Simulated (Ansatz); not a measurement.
System: zinc-blende ZnTe. Method: HSE06 (plane waves, PAW; Ansatz, an electronic-structure program).

Numerical settings: plane-wave cutoff 460 eV, 8×8×8 k mesh, Fermi–Dirac smearing 0.01 eV, scalar-relativistic PAW data made under PBE.

Energies at three volumes about the minimum:

| V (Å³/atom) | E − E_lowest (meV/atom) |
|---|---|
| 28.297 | 2.69 |
| 28.901 | 0.00 |
| 29.748 | 2.57 |

### Question
Fit a parabola by hand: where is the minimum, what lattice constant follows, and what is the bulk modulus?

### Answer
Slopes: (0.00 − 2.69)/(28.901 − 28.297) = -4.454 and (2.57 − 0.00)/(29.748 − 28.901) = 3.034 meV/Å³. Curvature E″ = 2 × (3.034 − (-4.454))/(29.748 − 28.297) = 10.321 meV/Å⁶. From the middle of the first interval, the slope vanishes at V0 = 28.5990 − (-4.454)/10.321 = 29.031 Å³/atom. B = V0 E″ = 29.031 × 10.321 meV/Å³ × 0.1602 GPa per meV/Å³ = 48.0 GPa. With 8 atoms in the cube, a = (8 × 29.031)^(1/3) = 6.147 Å. The full Birch–Murnaghan fit to all volumes gives V0 = 29.014 Å³/atom and B0 = 47.6 GPa.

Measured, for comparison: bulk modulus 51 ± 3 GPa (room temperature, no zero-point or thermal correction; as tabulated in Determination of phase transition pressures of ZnTe under quasihydrostatic …); lattice constant a 6.104 Å (room temperature, no zero-point or thermal correction, sources range from 6.089 to 6.104; as tabulated in Albrecht et al. (1997), arXiv:cond-mat/9706128). Computed less measured: bulk modulus -7 %.
